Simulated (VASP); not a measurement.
# Sn (Immm) in VASP: notebook

One crystal, Sn, is run at these levels: PBEsol; tasks: electric field gradients.

Program: VASP 6.6.1. These are calculated values, not measurements. Logs are shortened: lines on timing, memory, paths and dates and some standing lists are left out, and cuts for length are marked.

## (1) The cell of the first run

Symmetry: Immm, No. 71, orthorhombic system. Conventional cell: a = 3.419 Å, b = 3.516 Å, c = 4.770 Å, α = 90.00°, β = 90.00°, γ = 90.00°. Sn (site symmetry mmm) is surrounded by 12 Sn at 3.42 to 3.52 Å.

This isn't the form of Sn at room conditions, which is tetragonal (white tin).

## (2) Electric field gradients, PBEsol (z stretched by +2 % at fixed volume, crystal datasets)

File INCAR:

```
SYSTEM = Sn
PREC = Accurate ; ENCUT = 520
EDIFF = 1E-8 ; ISMEAR = -1
SIGMA = 0.03 ; LREAL = .False.
LASPH = .True. ; NELM = 100
ALGO = Fast ; ISIF = 2
LWAVE = .False. ; LCHARG = .False.
GGA = PS ; LEFG = .True.
NBANDS = 13
```

File KPOINTS:

```
Automatic mesh
0
Gamma
  16 16 16
  0 0 0
```

File POSCAR:

```
Sn
1.0
   -1.7095283487      1.7580534995      2.3851088400
    1.7095283487     -1.7580534995      2.3851088400
    1.7095283487      1.7580534995     -2.3851088400
Sn
1
Direct
    0.0000000000      0.0000000000      0.0000000000
```

Potentials or basis: VASP PAW PBE potentials, release 64 (Sn_d).

Launch:

```
$ cat potpaw_PBE.64/Sn_d/POTCAR > POTCAR
$ mpirun -np 1 vasp_std > vasp.out
```

OUTCAR:

```text
SYSTEM = Sn
   PREC = Accurate
   ENCUT = 520
   EDIFF = 1E-8
   ISMEAR = -1
   LREAL = .False.
   LASPH = .True.
   NELM = 100
   ISIF = 2
   GGA = PS

 ion  position               nearest neighbor table
   1  0.000  0.000  0.000-

  LATTYP: Found a body centered orthorhombic cell.
 ALAT       =     3.4190566974
 B/A-ratio  =     1.0283851103
 C/A-ratio  =     1.3951853105

  Lattice vectors:

 A1 = (  -1.7095283487,   1.7580534995,   2.3851088400)
 A2 = (   1.7095283487,  -1.7580534995,   2.3851088400)
 A3 = (   1.7095283487,   1.7580534995,  -2.3851088400)

Analysis of symmetry for initial positions (statically):
=====================================================================
 Subroutine PRICEL returns:
 Original cell was already a primitive cell.

 Routine SETGRP: Setting up the symmetry group for a
 body centered orthorhombic supercell.

 Subroutine GETGRP returns: Found  8 space group operations
 (whereof  8 operations were pure point group operations)
 out of a pool of  8 trial point group operations.

The static configuration has the point symmetry D_2h.

Analysis of symmetry for dynamics (positions and initial velocities):
=====================================================================
 Subroutine PRICEL returns:
 Original cell was already a primitive cell.

 Routine SETGRP: Setting up the symmetry group for a
 body centered orthorhombic supercell.

 Subroutine GETGRP returns: Found  8 space group operations
 (whereof  8 operations were pure point group operations)
 out of a pool of  8 trial point group operations.

The dynamic configuration has the point symmetry D_2h.

 Subroutine INISYM returns: Found  8 space group operations
 (whereof  8 operations are pure point group operations),
 and found     1 'primitive' translations

----------------------------------------------------------------------------------------

                                     Primitive cell

  volume of cell :      28.6732

  direct lattice vectors                    reciprocal lattice vectors
    -1.709528349  1.758053499  2.385108840     0.000000000  0.284405452  0.209634039
     1.709528349 -1.758053499  2.385108840     0.292478332  0.000000000  0.209634039
     1.709528349  1.758053499 -2.385108840     0.292478332  0.284405452  0.000000000

  length of vectors
     3.420816198  3.420816198  3.420816198     0.353316984  0.359847197  0.407958375

  position of ions in fractional coordinates (direct lattice)
     0.000000000  0.000000000  0.000000000

  ion indices of the primitive-cell ions
   primitive index   ion index
                 1           1

----------------------------------------------------------------------------------------

 KPOINTS: Automatic mesh

Automatic generation of k-mesh.
 Grid dimensions read from file:
 generate k-points for:   16   16   16

 Generating k-lattice:

  Cartesian coordinates                     Fractional coordinates (reciprocal lattice)
     0.000000000  0.017775341  0.013102127     0.062500000  0.000000000  0.000000000
     0.018279896  0.000000000  0.013102127     0.000000000  0.062500000  0.000000000
     0.018279896  0.017775341  0.000000000     0.000000000  0.000000000  0.062500000

  Length of vectors
     0.022082312  0.022490450  0.025497398

  Shift w.r.t. Gamma in fractional coordinates (k-lattice)
     0.000000000  0.000000000  0.000000000

 Subroutine IBZKPT returns following result:
 ===========================================

 Found    621 irreducible k-points:

 Following reciprocal coordinates:
            Coordinates               Weight
  0.000000  0.000000  0.000000      1.000000
  0.062500  0.000000 -0.000000      4.000000
  0.125000  0.000000 -0.000000      4.000000
  0.187500  0.000000  0.000000      4.000000
  0.250000  0.000000 -0.000000      4.000000
  0.312500  0.000000 -0.000000      4.000000
[... 16 lines left out ...]
 -0.187500  0.062500 -0.000000      8.000000
 -0.125000  0.062500  0.000000      8.000000
 [... further k-points ...]
   k-points           NKPTS =    621   k-points in BZ     NKDIM =    621   number of bands    NBANDS=     13
   number of dos      NEDOS =    301   number of ions     NIONS =      1
   total plane-waves  NPLWV =  21952
   dimension x,y,z NGX =    28 NGY =   28 NGZ =   28
   dimension x,y,z NGXF=    56 NGYF=   56 NGZF=   56
   ions per type =               1
   NGX,Y,Z   is equivalent  to a cutoff of  13.61, 13.61, 13.61 a.u.
   NGXF,Y,Z  is equivalent  to a cutoff of  27.22, 27.22, 27.22 a.u.
 SYSTEM =  Sn
   PREC   = accura    normal or accurate (medium, high low for compatibility)
   ISTART =      0    job   : 0-new  1-cont  2-samecut
   ICHARG =      2    charge: 1-file 2-atom 10-const
   ISPIN  =      1    spin polarized calculation?
   LNONCOLLINEAR =      F non collinear calculations
   LSORBIT =      F    spin-orbit coupling
   LASPH  =      T    aspherical Exc in radial PAW
   ENCUT  =  520.0 eV  38.22 Ry    6.18 a.u.   6.36  6.36  6.36*2*pi/ulx,y,z
   NELM   =    100;   NELMIN=  2; NELMDL= -5     # of ELM steps
   EDIFF  = 0.1E-07   stopping-criterion for ELM
   LREAL  =      F    real-space projection
   EDIFFG = 0.1E-06   stopping-criterion for IOM
   NSW    =      0    number of steps for IOM
   IBRION =     -1    ionic relax: 0-MD 1-quasi-New 2-CG
   NFREE  =      0    steps in history (QN), initial steepest desc. (CG)
   ISIF   =      2    stress and relaxation
   ISYM   =      2    0-nonsym 1-usesym 2-fastsym
   POTIM  = 0.5000    time-step for ionic-motion
   TEBEG  =    0.0;   TEEND  =   0.0 temperature during run
   PSTRESS=    0.0 pullay stress
   NELECT =      14.0000    total number of electrons
   NUPDOWN=      -1.0000    fix difference up-down
   EMIN   =  10.00;   EMAX   =-10.00  energy-range for DOS
   EFERMI =   0.00;   METHOD = LEGACY
   ISMEAR =    -1;   SIGMA  =   0.03  broadening in eV -4-tet -1-fermi 0-gaus
   EFERMI_NEDOS =   21; number of points for ismear=-14 and -15
   IALGO  =     68    algorithm
   IMIX   =      4    mixing-type and parameters
     AMIX     =   0.40;   BMIX     =  1.00
     AMIX_MAG =   1.60;   BMIX_MAG =  1.00
  volume/ion in A,a.u.               =      28.67       193.50
  Fermi-wavevector in a.u.,A,eV,Ry     =   1.289116  2.436076 22.610433  1.661820
  Thomas-Fermi vector in A             =   2.421028
   LORBIT       =      0    0 simple, 1 ext, 2 COOP (PROOUT), +10 PAW based schemes
   GGA     = PS    functional components
   LHFCALC =     F    Hartree Fock is set to
   AEXX    =    0.0000 exact exchange contribution
   IVDW    =     0    specifies the selected vdW correction
   LEPSILON=     F    determine dielectric tensor
   LRPA    =     F    only Hartree local field effects (RPA)
 non-spin polarized calculation
 RMM-DIIS sequential band-by-band and
  energy-cutoff  :      520.00
  volume of cell :       28.67
 maximum number of plane-waves:       790
 NGX is ok and might be reduce to    28
   NGX = 13   NGY = 13   NGZ = 13

 number of electron      13.9999997 magnetization

 Free energy of the ion-electron system (eV)
  ---------------------------------------------------
  ext. energy  EPLUGINS =         0.00000000
  ---------------------------------------------------
  free energy    TOTEN  =        -4.20783508 eV

  energy without entropy =       -4.20581087  energy(sigma->0) =       -4.20682298

 E-fermi :   7.3827     XC(G=0): -10.2533

 val. band max:        7.3791484681   @ k =  -0.3750  -0.3125   0.1250
 cond. band min:       7.3832812017   @ k =  -0.3125   0.3750  -0.0000
 fundamental gap:      0.0041327336
 Fermi energy:         7.3826618623

 k-point     1 :       0.0000    0.0000    0.0000
  band No.  band energies     occupation
      1     -14.0902      2.00000
      2     -14.0749      2.00000
      3     -14.0695      2.00000
      4     -14.0204      2.00000
      5     -14.0035      2.00000
      6      -3.4227      2.00000
      7      14.3292      0.00000
      8      14.5398      0.00000
      9      14.9065      0.00000
     10      17.9498      0.00000
     11      18.5019      0.00000
     12      18.8810      0.00000
     13      19.1830      0.00000
[... 353 lines left out ...]
 k-point    24 :      -0.1250    0.0625    0.0000
  band No.  band energies     occupation
      1     -14.0896      2.00000
      2     -14.0656      2.00000
      3     -14.0608      2.00000
      4     -14.0225      2.00000
      5     -14.0007      2.00000
      6      -3.1494      2.00000
      7      12.4580      0.00000
      8      13.6529      0.00000
      9      14.3488      0.00000
     10      16.9555      0.00000
     11      19.5332      0.00000
     12      19.7919      0.00000
     13      20.0704      0.00000

 [... further k-points ...]

------------------------ aborting loop because EDIFF is reached ----------------------------------------

  FORCE on cell =-STRESS in cart. coord.  units (eV):
  Direction    XX          YY          ZZ          XY          YZ          ZX
  --------------------------------------------------------------------------------------
  -------------------------------------------------------------------------------------
  Total       -0.5737005     -0.7061233     -0.6779551      0.0000000      0.0000000      0.0000000
  in kB      -32.0567289    -39.4561335    -37.8821744      0.0000000      0.0000000      0.0000000
  external PRESSURE =     -36.4650123 kB  Pullay stress =       0.0000000 kB

 VOLUME and BASIS-vectors are now :
 -----------------------------------------------------------------------------
  energy-cutoff  :      520.00
  volume of cell :       28.67
      direct lattice vectors                 reciprocal lattice vectors
    -1.709528349  1.758053499  2.385108840     0.000000000  0.284405452  0.209634039
     1.709528349 -1.758053499  2.385108840     0.292478332  0.000000000  0.209634039
     1.709528349  1.758053499 -2.385108840     0.292478332  0.284405452  0.000000000

 POSITION                                       TOTAL-FORCE (eV/Angst)
 -----------------------------------------------------------------------------------
      0.00000      0.00000      0.00000         0.000000      0.000000      0.000000
 -----------------------------------------------------------------------------------
    total drift:                               -0.000000     -0.000000     -0.000000

  FREE ENERGIE OF THE ION-ELECTRON SYSTEM (eV)
  ---------------------------------------------------
  free  energy   TOTEN  =        -4.2078350830 eV

  energy  without entropy=       -4.2058108717  energy(sigma->0) =       -4.20682298

 Electric field gradients (V/A^2)
---------------------------------------------------------------------
 ion       V_xx      V_yy      V_zz      V_xy      V_xz      V_yz
---------------------------------------------------------------------
   1      -5.646    10.163    -4.517    -0.000     0.000     0.000
---------------------------------------------------------------------

 Electric field gradients after diagonalization (V/A^2)
 (convention: |V_zz| > |V_xx| > |V_yy|)
----------------------------------------------------------------------
 ion       V_xx      V_yy      V_zz     asymmetry (V_yy - V_xx)/ V_zz
----------------------------------------------------------------------
   1      -5.646    -4.517    10.163       0.111
----------------------------------------------------------------------

           NMR quadrupolar parameters

 Cq : quadrupolar parameter    Cq=e*Q*V_zz/h
 eta: asymmetry parameters     (V_yy - V_xx)/ V_zz
 Q  : nuclear electric quadrupole moment in mb (millibarn)
----------------------------------------------------------------------
 ion       Cq(MHz)       eta       Q (mb)
----------------------------------------------------------------------
   1       0.025       0.111       1.000
----------------------------------------------------------------------
```

It took 6 min on 1 thread of Intel Xeon Platinum 8488C (Sapphire Rapids), shared host; peak memory 0.33 GiB.

What came out:

| Item | Value |
| --- | --- |
| Free energy | -4.2078 eV |
| Pressure | -3.6 GPa |
| Band gap on the k mesh | none (metal or under the smearing width) |

Electric field gradients, principal values (V/Å²):
```tsv
atom	Vxx	Vyy	Vzz
1 Sn	-4.517	-5.646	10.163
```

Caveat: the PAW data sets were made with another functional, which shifts forces and pressure a little.

## (3) Electric field gradients, PBEsol (xy shear strain of -4 %, crystal datasets)

File INCAR:

```
SYSTEM = Sn
ALGO = Fast
EDIFF = 1E-8
ENCUT = 520
GGA = PS
ISIF = 2
ISMEAR = -1
LASPH = .TRUE.
LCHARG = .FALSE.
LEFG = .TRUE.
LREAL = .FALSE.
LWAVE = .FALSE.
NBANDS = 13
NELM = 100
PREC = Accurate
SIGMA = 0.03
```

File KPOINTS:

```
k-points
0
G
  16 16 16
  0 0 0
```

File POSCAR:

```
Sn
1.0
   -1.7620499400      1.8100777800      2.3383420000
    1.7620499400     -1.8100777800      2.3383420000
    1.6910280600      1.7410162200     -2.3383420000
Sn
1
Direct
    0.0000000000      0.0000000000      0.0000000000
```

Potentials or basis: VASP PAW PBE potentials, release 64 (Sn_d).

Launch:

```
$ cat potpaw_PBE.64/Sn_d/POTCAR > POTCAR
$ mpirun -np 1 vasp_std > vasp.out
```

OUTCAR:

```text
SYSTEM = Sn
   EDIFF = 1E-8
   ENCUT = 520
   GGA = PS
   ISIF = 2
   ISMEAR = -1
   LASPH = .TRUE.
   LREAL = .FALSE.
   NELM = 100
   PREC = Accurate

 ion  position               nearest neighbor table
   1  0.000  0.000  0.000-

  LATTYP: Found a base centered monoclinic cell.
 ALAT       =     4.8541583732
 B/A-ratio  =     0.9634386933
 C/A-ratio  =     0.7115071823
 COS(beta)  =    -0.6822507492

  Lattice vectors:

 A1 = (  -1.6910280600,  -1.7410162200,   2.3383420000)
 A2 = (  -1.6910280600,  -1.7410162200,  -2.3383420000)
 A3 = (   3.4530780000,  -0.0690615600,   0.0000000000)

Analysis of symmetry for initial positions (statically):
=====================================================================
 Subroutine PRICEL returns:
 Original cell was already a primitive cell.

 Routine SETGRP: Setting up the symmetry group for a
[... 569 lines left out ...]
  external PRESSURE =     -36.8173043 kB  Pullay stress =       0.0000000 kB

 VOLUME and BASIS-vectors are now :
 -----------------------------------------------------------------------------
  energy-cutoff  :      520.00
  volume of cell :       28.66
      direct lattice vectors                 reciprocal lattice vectors
    -1.762049940  1.810077780  2.338342000     0.005634321  0.281716046  0.213826720
     1.762049940 -1.810077780  2.338342000     0.289712587  0.005794252  0.213826720
     1.691028060  1.741016220 -2.338342000     0.295346908  0.287510298  0.000000000

 POSITION                                       TOTAL-FORCE (eV/Angst)
 -----------------------------------------------------------------------------------
      0.00000      0.00000      0.00000         0.000000     -0.000000      0.000000
 -----------------------------------------------------------------------------------
    total drift:                               -0.000000     -0.000000     -0.000000

  FREE ENERGIE OF THE ION-ELECTRON SYSTEM (eV)
  ---------------------------------------------------
  free  energy   TOTEN  =        -4.2088820728 eV

  energy  without entropy=       -4.2072687174  energy(sigma->0) =       -4.20807540

 Electric field gradients (V/A^2)
---------------------------------------------------------------------
 ion       V_xx      V_yy      V_zz      V_xy      V_xz      V_yz
---------------------------------------------------------------------
   1       0.675    11.596   -12.271    -9.966     0.000     0.000
---------------------------------------------------------------------

 Electric field gradients after diagonalization (V/A^2)
 (convention: |V_zz| > |V_xx| > |V_yy|)
----------------------------------------------------------------------
 ion       V_xx      V_yy      V_zz     asymmetry (V_yy - V_xx)/ V_zz
----------------------------------------------------------------------
   1     -12.271    -5.228    17.500       0.402
----------------------------------------------------------------------

           NMR quadrupolar parameters

 Cq : quadrupolar parameter    Cq=e*Q*V_zz/h
 eta: asymmetry parameters     (V_yy - V_xx)/ V_zz
 Q  : nuclear electric quadrupole moment in mb (millibarn)
----------------------------------------------------------------------
 ion       Cq(MHz)       eta       Q (mb)
----------------------------------------------------------------------
   1       0.042       0.402       1.000
----------------------------------------------------------------------
```

OSZICAR:

```text
N       E                     dE             d eps       ncg     rms          rms(c)
DAV:   1     0.802717719831E+02    0.80272E+02   -0.71838E+03 29256   0.157E+03
DAV:   2     0.146797608775E+01   -0.78804E+02   -0.76278E+02 30168   0.336E+02
DAV:   3    -0.410602222439E+01   -0.55740E+01   -0.55529E+01 33801   0.731E+01
DAV:   4    -0.422305170723E+01   -0.11703E+00   -0.11700E+00 34877   0.114E+01
DAV:   5    -0.422709847836E+01   -0.40468E-02   -0.40467E-02 38039   0.205E+00    0.121E+00
RMM:   6    -0.421304101322E+01    0.14057E-01   -0.13690E-02 36087   0.153E+00    0.676E-01
RMM:   7    -0.420903309753E+01    0.40079E-02   -0.94792E-03 36070   0.114E+00    0.108E-01
RMM:   8    -0.420884435090E+01    0.18875E-03   -0.84328E-04 39666   0.434E-01    0.265E-02
RMM:   9    -0.420887947057E+01   -0.35120E-04   -0.35690E-04 44183   0.175E-01    0.234E-02
RMM:  10    -0.420888025982E+01   -0.78925E-06   -0.58692E-05 38325   0.114E-01    0.475E-03
RMM:  11    -0.420888191717E+01   -0.16573E-05   -0.30821E-05 46709   0.550E-02    0.728E-03
RMM:  12    -0.420888243651E+01   -0.51934E-06   -0.39663E-06 47000   0.191E-02    0.887E-03
RMM:  13    -0.420888237147E+01    0.65040E-07   -0.57393E-07 39867   0.892E-03    0.550E-03
RMM:  14    -0.420888223305E+01    0.13842E-06   -0.23840E-07 34533   0.575E-03    0.130E-03
RMM:  15    -0.420888218777E+01    0.45281E-07   -0.80602E-08 31583   0.236E-03    0.844E-04
RMM:  16    -0.420888213941E+01    0.48358E-07   -0.97872E-09 20823   0.124E-03    0.437E-04
RMM:  17    -0.420888207353E+01    0.65880E-07   -0.61743E-09 20867   0.795E-04    0.456E-05
RMM:  18    -0.420888207282E+01    0.71145E-09   -0.34188E-09 19632   0.719E-04
   1 F= -.42088821E+01 E0= -.42080754E+01  d E =-.161336E-02
```

stdout:

```text
[... 64 lines left out ...]
 num prob  num prob  num prob  num prob  num prob  num prob  num prob  num prob  num prob  num prob  num prob  num prob  num prob  num prob  num prob  num pro
```

It took 10 min on 1 thread of Intel Xeon Platinum 8488C (Sapphire Rapids), shared host; peak memory 0.47 GiB.

Results:

| Quantity | Value |
| --- | --- |
| Free energy | -4.2089 eV |
| Pressure | -3.7 GPa |
| Band gap on the k mesh | none (metal or under the smearing width) |

Stress tensor (GPa, compression positive):
```
-3.50  0.00  0.00
 0.00 -4.05  0.00
 0.00  0.00 -3.49
```

Electric field gradients, principal values (V/Å²):
```csv
atom,Vxx,Vyy,Vzz
1 Sn,-5.228,-12.271,17.500
```

Caveat: the PAW data sets were made with another functional, which shifts forces and pressure a little.
